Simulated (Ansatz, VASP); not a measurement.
## Two plane-wave programs on ZnO

```
Zn O
1.0
     3.26590    0.00000    0.00000
    -1.63295    2.82835    0.00000
     0.00000    0.00000    7.08258
Zn O
2 2
Direct
  0.00000 0.00000 0.25000
  0.00000 0.00000 0.75000
  0.66667 0.33333 0.75000
  0.33333 0.66667 0.25000
```

Measurements of this composition are mostly on another form, of space group No. 186.

Alike in both runs: task single point; functional PBE; k mesh 9 × 9 × 4; occupations fermi-dirac, width 0.05 eV; no spin polarisation.

|  | VASP | Ansatz |
| --- | --- | --- |
| version | VASP 6.6.1 | Ansatz 0.2.0 |
| potentials or method | VASP PAW PBE potentials, release 64 (Zn, O) | Ansatz PAW |
| plane-wave cutoff (eV) | 520 | 420 |
| valence electrons in the cell | 36 | 36 |

|  | VASP | Ansatz | Ansatz less VASP |
| --- | --- | --- | --- |
| gap on the k mesh at the Fermi level (eV) | 0.82 | 0.82 | -0.002 |
| least direct gap on the mesh (eV) | 0.82 | 0.82 | -0.002 |
| pressure (GPa) | 2.0 | 1.2 | -0.86 |
| largest component of the traceless stress (GPa) | 1.72 | 0.83 | -0.892 |

With one functional, cell and mesh, what is left measures potentials, basis and numerics.

Caveats: an odd mesh through Γ misses points on the zone boundary, where band edges often lie (VASP); odd divisions of the mesh miss points on the zone boundary, where band edges often lie, so the gap on the mesh can be too wide (Ansatz); the pressure holds a Pulay correction of +0.5 GPa for the finite cutoff (Ansatz). As with any semilocal functional, this PBE gap is likely too small.
